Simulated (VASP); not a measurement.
# Ag in VASP: relaxation of the atoms with r2SCAN+rVV10

Aim: the relaxation of the atoms of Ag with r2SCAN+rVV10.

Everything below comes from runs of VASP 6.6.1. Logs are shortened: lines on timing, memory, paths and dates and some standing lists are left out, and cuts for length are marked.

## 1. The structure

The cell holds a slab with vacuum, 4 atoms: a = 2.911 Å, b = 2.911 Å, c = 30.007 Å, α = 90.00°, β = 90.00°, γ = 120.00°.

The cell was built by a generator and needn't be a form met in nature.

## 2. Relaxation of the atoms, r2SCAN+rVV10

Input file INCAR:

```
SYSTEM = Ag
  PREC = Accurate
  ENCUT = 520
  EDIFF = 1E-6
  ISMEAR = 1
  SIGMA = 0.1
  LREAL = .FALSE.
  LASPH = .TRUE.
  NELM = 120
  ALGO = Normal
  ISIF = 2
  LWAVE = .FALSE.
  LCHARG = .FALSE.
  LDIPOL = .TRUE.
  IDIPOL = 3
  DIPOL = 0.5 0.5 0.500
  METAGGA = R2SCAN
  LMIXTAU = .TRUE.
  LUSE_VDW = .TRUE.
  IVDW_NL = 2
  BPARAM = 11.95
  CPARAM = 0.0093
  IBRION = 2
  NSW = 90
  EDIFFG = -0.02
  KPAR = 2
```

Input file KPOINTS:

```
regular mesh
0
G
  15 15 1
  0 0 0
```

Input file POSCAR:

```
Ag
1.0
    1.4555329600      2.5210570600      0.0000000000
   -2.9110659100      0.0000000000      0.0000000000
    0.0000000000      0.0000000000     30.0068606300
Ag
4
Direct
    0.3333330000      0.6666670000      0.3836188800
    0.0000000000      0.0000000000      0.4612062900
    0.6666670000      0.3333330000      0.5387937100
    0.3333330000      0.6666670000      0.6163811200
```

Potentials or basis: VASP PAW PBE potentials, release 64 (Ag).

Started as:

```bash
cat potpaw_PBE.64/Ag/POTCAR > POTCAR
mpirun -np 2 vasp_std > vasp.out
```

OUTCAR:

```text
SYSTEM = Ag
   PREC = Accurate
   ENCUT = 520
   EDIFF = 1E-6
   ISMEAR = 1
   LREAL = .FALSE.
   LASPH = .TRUE.
   NELM = 120
   ISIF = 2
   METAGGA = R2SCAN
   IVDW_NL = 2
   BPARAM = 11.95
   IBRION = 2
   NSW = 90
   EDIFFG = -0.02

 ion  position               nearest neighbor table
   1  0.333  0.667  0.384-   2 2.87   2 2.87   2 2.87
   2  0.000  0.000  0.461-   1 2.87   3 2.87   1 2.87   1 2.87   3 2.87   3 2.87
   3  0.667  0.333  0.539-   4 2.87   4 2.87   2 2.87   2 2.87   2 2.87   4 2.87
   4  0.333  0.667  0.616-   3 2.87   3 2.87   3 2.87

  LATTYP: Found a hexagonal cell.
 ALAT       =     2.9110659384
 C/A-ratio  =    10.3078601672

  Lattice vectors:

 A1 = (   1.4555329600,   2.5210570600,   0.0000000000)
 A2 = (  -2.9110659100,   0.0000000000,   0.0000000000)
 A3 = (   0.0000000000,   0.0000000000,  30.0068606300)

Analysis of symmetry for initial positions (statically):
=====================================================================
 Subroutine PRICEL returns:
 Original cell was already a primitive cell.

 Routine SETGRP: Setting up the symmetry group for a
 hexagonal supercell.

 Subroutine GETGRP returns: Found 12 space group operations
 (whereof  6 operations were pure point group operations)
 out of a pool of 24 trial point group operations.

The static configuration has the point symmetry C_3v.
 The point group associated with its full space group is D_3d.

Analysis of symmetry for dynamics (positions and initial velocities):
=====================================================================
 Subroutine PRICEL returns:
 Original cell was already a primitive cell.

 Routine SETGRP: Setting up the symmetry group for a
 hexagonal supercell.

 Subroutine GETGRP returns: Found 12 space group operations
 (whereof  6 operations were pure point group operations)
 out of a pool of 24 trial point group operations.

The dynamic configuration has the point symmetry C_3v.
[... 135 lines left out ...]
   LEPSILON=     F    determine dielectric tensor
   LRPA    =     F    only Hartree local field effects (RPA)
 conjugate gradient relaxation of ions
 non-spin polarized calculation
 Methfessel and Paxton  Order N= 1 SIGMA  =   0.10
  energy-cutoff  :      520.00
  volume of cell :      220.22
 maximum number of plane-waves:      6039
 NGX is ok and might be reduce to    24
   NGX = 11   NGY = 11   NGZ =111

--------------------------------------- Ionic step        1  -------------------------------------------

 number of electron      44.0000007 magnetization

 Free energy of the ion-electron system (eV)
  ---------------------------------------------------
  ext. energy  EPLUGINS =         0.00000000
  ---------------------------------------------------
  free energy    TOTEN  =       -83.04966617 eV

  energy without entropy =      -83.04822159  energy(sigma->0) =      -83.04918464

------------------------ aborting loop because EDIFF is reached ----------------------------------------

  FORCE on cell =-STRESS in cart. coord.  units (eV):
  Direction    XX          YY          ZZ          XY          YZ          ZX
  --------------------------------------------------------------------------------------
  -------------------------------------------------------------------------------------
  Total       -1.6841717     -1.6841717      0.1177358     -0.0000000     -0.0000000     -0.0000000
  in kB      -12.2529785    -12.2529788      0.8565717     -0.0000000     -0.0000000     -0.0000000
  external PRESSURE =      -7.8831286 kB  Pullay stress =       0.0000000 kB
[... 101 lines left out ...]
--------------------------------------- Ionic step        4  -------------------------------------------

 number of electron      44.0000007 magnetization

 dipolmoment           0.000000      0.000000     -0.000000 electrons x Angstroem

------------------------ aborting loop because EDIFF is reached ----------------------------------------

  FORCE on cell =-STRESS in cart. coord.  units (eV):
  Direction    XX          YY          ZZ          XY          YZ          ZX
  --------------------------------------------------------------------------------------
  -------------------------------------------------------------------------------------
  Total       -1.7652416     -1.7652416      0.0126652     -0.0000000     -0.0000000     -0.0000000
  in kB      -12.8427922    -12.8427925      0.0921443     -0.0000000     -0.0000000     -0.0000000
  external PRESSURE =      -8.5311468 kB  Pullay stress =       0.0000000 kB
[... 25 lines left out ...]
--------------------------------------- Ionic step        5  -------------------------------------------

 number of electron      44.0000007 magnetization

 dipolmoment           0.000000      0.000000      0.000000 electrons x Angstroem

 Free energy of the ion-electron system (eV)
  ---------------------------------------------------
  ext. energy  EPLUGINS =         0.00000000
  ---------------------------------------------------
  free energy    TOTEN  =       -83.05048280 eV

  energy without entropy =      -83.04924172  energy(sigma->0) =      -83.05006911

 E-fermi :  -0.3979     XC(G=0):  -4.5634

 val. band max:       -0.4966883338   @ k =   0.4000   0.0667   0.0000
 cond. band min:      -0.3895215390   @ k =   0.2000   0.2000   0.0000
 fundamental gap:      0.1071667948
 Fermi energy:        -0.3978983327

 k-point     1 :       0.0000    0.0000    0.0000
  band No.  band energies     occupation
      1      -8.0822      2.00000
      2      -7.2313      2.00000
      3      -6.9240      2.00000
      4      -6.7707      2.00000
      5      -5.6419      2.00000
      6      -5.6419      2.00000
[... 685 lines left out ...]
     25       4.0722      0.00000
     26       4.7526      0.00000

 [... further k-points ...]

------------------------ aborting loop because EDIFF is reached ----------------------------------------

 vacuum level on the upper side and lower side of the slab       (xc-potential included)         0.049         0.049

  FORCE on cell =-STRESS in cart. coord.  units (eV):
  Direction    XX          YY          ZZ          XY          YZ          ZX
  --------------------------------------------------------------------------------------
  -------------------------------------------------------------------------------------
  Total       -1.7639068     -1.7639068      0.0159336     -0.0000000     -0.0000000     -0.0000000
  in kB      -12.8330812    -12.8330815      0.1159226     -0.0000000     -0.0000000     -0.0000000
  external PRESSURE =      -8.5167467 kB  Pullay stress =       0.0000000 kB
[... 19 lines left out ...]
  FREE ENERGIE OF THE ION-ELECTRON SYSTEM (eV)
  ---------------------------------------------------
  free  energy   TOTEN  =       -83.0504828017 eV

  energy  without entropy=      -83.0492417196  energy(sigma->0) =      -83.05006911

 reached required accuracy - stopping structural energy minimisation

 vacuum level on the upper side and lower side of the slab         4.072         4.073
```

CONTCAR:

```text
Ag
   1.00000000000000
     1.4555329600000000    2.5210570600000000    0.0000000000000000
    -2.9110659100000000    0.0000000000000000    0.0000000000000000
     0.0000000000000000    0.0000000000000000   30.0068606299999985
  Ag
     4
Direct
     0.3333330000000032    0.6666669999999968    0.3836489702483477
     0.0000000000000000    0.0000000000000000    0.4610352421517206
     0.6666669999999968    0.3333330000000032    0.5389647578482794
     0.3333330000000032    0.6666669999999968    0.6163510297516523

  0.00000000E+00  0.00000000E+00  0.00000000E+00
  0.00000000E+00  0.00000000E+00  0.00000000E+00
  0.00000000E+00  0.00000000E+00  0.00000000E+00
  0.00000000E+00  0.00000000E+00  0.00000000E+00
```

Run time: 58 min. Hardware: 2 MPI ranks of Intel Xeon Platinum 8488C (Sapphire Rapids), shared host; peak memory 0.91 GiB.

Results:

```
Free energy                  : -83.0505 eV
Energy gained by relaxing    : 0.2 meV/atom
Ionic steps                  : 5
Largest force after relaxing : 0.013 eV/Å
Band gap on the k mesh       : none (metal or under the smearing width)
```

Forces in eV/Å, atoms in the order of the input:
```
Ag   0.000  0.000 -0.002
Ag   0.000  0.000 -0.013
Ag   0.000  0.000  0.013
Ag   0.000  0.000  0.002
```

The path:
| step | energy change (eV) | largest force (eV/Å) | pressure (GPa) |
| --- | --- | --- | --- |
| 1 | 0.0000 | 0.0697 | -0.79 |
| 2 | -0.0007 | 0.0300 | -0.85 |
| 3 | -0.0007 | 0.0279 | -0.85 |
| 4 | -0.0008 | 0.0229 | -0.85 |
| 5 | -0.0008 | 0.0129 | -0.85 |

Final structure:
```
Ag
1.0
     1.45553    2.52106    0.00000
    -2.91107    0.00000    0.00000
     0.00000    0.00000   30.00686
Ag
4
Cartesian
  -1.4555 0.8404 11.5121
  0.0000 0.0000 13.8342
  0.0000 1.6807 16.1726
  -1.4555 0.8404 18.4948
```

Caveat: the PAW data sets were made with another functional, which shifts forces and pressure a little.
